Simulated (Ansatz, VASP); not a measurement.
K: VASP beside Ansatz

The input INCAR:

```
SYSTEM = K
PREC = Accurate
ENCUT = 520
EDIFF = 1E-6
ISMEAR = -1
SIGMA = 0.1
LREAL = .FALSE.
LASPH = .TRUE.
NELM = 60
ALGO = Normal
ISIF = 2
LWAVE = .FALSE.
LCHARG = .FALSE.
GGA = PS
NBANDS = 10
```

Contents of KPOINTS:

```
regular mesh
0
G
  11 11 11
  0 0 0
```

The input POSCAR:

```
K
1.0
    0.0000000000      3.0556002100      3.0556002100
    3.0556002100      0.0000000000      3.0556002100
    3.0556002100      3.0556002100      0.0000000000
K
1
Direct
    0.0000000000      0.0000000000      0.0000000000
```

Input for Ansatz:

```yaml
crystal:
  lattice:
    - [0.0, 3.05560021, 3.05560021]
    - [3.05560021, 0.0, 3.05560021]
    - [3.05560021, 3.05560021, 0.0]
  atoms:
    - { symbol: K, position: [0.0, 0.0, 0.0] }
kpoints:
  mp_grid: { grid: [11, 11, 11] }
  band_path:
    path:
      - [0.0, 0.0, 0.0]
      - [0.5, 0.0, 0.5]
      - [0.625, 0.25, 0.625]
      - [0.375, 0.375, 0.75]
      - [0.0, 0.0, 0.0]
      - [0.5, 0.5, 0.5]
      - [0.5, 0.25, 0.75]
      - [0.5, 0.0, 0.5]
    npoints: 8
scf:
  occupations: { method: fermi_dirac, width: 0.1 }
  eigensolver: { kind: davidson }
hamiltonian:
  xc: pbesol
  pseudopotentials: { kind: paw }
output:
  forces: true
  stress: true
  eigenvalues: true
  populations: true
```

This isn't the form of K at room conditions, which is bcc.

Alike in both runs: task single point; functional PBEsol; k mesh 11 × 11 × 11; occupations fermi-dirac, width 0.1 eV; no spin polarisation.

```csv
,VASP,Ansatz
version,VASP 6.6.1,Ansatz 0.2.0
potentials or method,"VASP PAW PBE potentials, release 64 (K_sv)","PAW with Ansatz's default frozen-core files, scalar-relativistic"
plane-wave cutoff (eV),520,420
valence electrons in the cell,9,9
```

```tsv
	VASP	Ansatz	Ansatz less VASP
gap on the k mesh at the Fermi level (eV)	none	none	-
pressure (GPa)	1.2	1.2	+0.02
```

A gap of «none» marks a metal or a gap that the smearing closes.

Caveats: the PAW data sets were made with another functional, which shifts forces and pressure a little (VASP).
